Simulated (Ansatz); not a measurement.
## CaO at 4 GPa: from Born charge to LO–TO splitting and polaron coupling

The calculation used DFT PBEsol, scalar-relativistic, plane waves, PAW (Ansatz). Settings: 420 eV plane-wave cutoff, Γ-centred 8×8×8 mesh, fixed occupations. No spin polarisation. Phonons by linear response, acoustic sum rule imposed.

The cell, relaxed at 4 GPa:
```
Ca O
1.0
     0.00000    2.35808    2.35808
     2.35808    0.00000    2.35808
     2.35808    2.35808    0.00000
Ca O
1 1
Direct
  0.00000 0.00000 0.00000
  0.50000 0.50000 0.50000
```

Linear response gives ν_TO = 296.1 cm⁻¹, Born charges ±2.372 e (positive on Ca) and ε∞ = 3.874. The primitive cell holds 26.225 Å³, and the masses are 40.078 and 15.999 amu.

**Question.** Find ν_LO and the static dielectric constant.

**Answer.** The long-wave field adds a restoring force: ω_LO² − ω_TO² = Z*²e²/(ε_vac ε∞ μV). In these units ν_LO² − ν_TO² = 4.92064×10⁷ Z*²/(μ V ε∞) cm⁻², with μ = m₁m₂/(m₁ + m₂) = 11.434 amu: 238399 cm⁻². So ν_LO = √(296.1² + 238399) = 571.1 cm⁻¹, and the run gives 571.0. Lyddane–Sachs–Teller then gives ε0 = ε∞ (ν_LO/ν_TO)² = 14.40, against 14.41 in the run (it forms both from the same three quantities, so the match checks the arithmetic only). Between ν_TO and ν_LO the dielectric function is negative and an undamped crystal reflects fully: a reststrahlen band from 17.5 to 33.8 μm.

**Question.** What do the Clausius–Mossotti polarisability and the Szigeti charge come to?

**Answer.** With the Lorentz local field, α = (3V/4π)(ε∞ − 1)/(ε∞ + 2) = 3.06 Å³ for the pair, and e_S = 3Z*/(ε∞ + 2) = 1.21 e. The Born charge includes the electrons' response to the dipole's own local field, and e_S takes that enhancement out. The Lorentz field assumes point-like polarisable ions, a fair picture at this small ε∞.

**Question.** How strongly does a slow electron couple to the LO mode?

**Answer.** For one isotropic parabolic band, Fröhlich's constant is α_F = (1/ε∞ − 1/ε0) √(m* Ry/ħω_LO), with Ry = 13.606 eV, ħω_LO = 70.8 meV and m* in free-electron masses: α_F = 0.1887 × 13.86 × √m* = 2.62 √m*. The band mass isn't part of this run; for m* = 0.1, 0.3 and 1 it gives 0.83, 1.43, 2.62. In weak coupling the polaron lies α_F ħω_LO below the band edge (101 meV at m* = 0.3) with a mass m*(1 + α_F/6); past α_F of about 5 or 6 that expansion fails. A semilocal functional's ε∞ tends to be too large, which taken alone lowers α_F.

Cost: 1 run of about 0.65 core-minutes, on Arm Neoverse N1 (shared hosts).